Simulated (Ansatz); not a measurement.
α-quartz-type GeO2 (metastable phase) was calculated with r²SCAN in Ansatz (PAW).

Run with plane-wave cutoff 560 eV, 12×12×6 k mesh (along the axes of the cell as run), Fermi–Dirac smearing 0.01 eV, scalar-relativistic PAW data made under PBE.

The cell is scaled about its equilibrium volume:

Shape and atoms are relaxed at each volume.

```json
[
 {"V (Å³/atom)": "13.042", "P (GPa)": "1.76", "direct gap at Γ (eV)": "4.314", "smallest gap on the k mesh (eV)": "4.271", "c (Å)": "5.636"},
 {"V (Å³/atom)": "13.314", "P (GPa)": "0.84", "direct gap at Γ (eV)": "4.295", "smallest gap on the k mesh (eV)": "4.248", "c (Å)": "5.655"},
 {"V (Å³/atom)": "13.585", "P (GPa)": "0.00", "direct gap at Γ (eV)": "4.276", "smallest gap on the k mesh (eV)": "4.217", "c (Å)": "5.675"},
 {"V (Å³/atom)": "13.857", "P (GPa)": "-0.77", "direct gap at Γ (eV)": "4.255", "smallest gap on the k mesh (eV)": "4.183", "c (Å)": "5.695"},
 {"V (Å³/atom)": "14.129", "P (GPa)": "-1.47", "direct gap at Γ (eV)": "4.233", "smallest gap on the k mesh (eV)": "4.146", "c (Å)": "5.715"}
]
```

The fundamental gap (4.22 eV at the equilibrium volume, with added k points) lies elsewhere than Γ–Γ.

Spin–orbit coupling is not included.

Ansatz is a quantum-chemistry and plane-wave program.
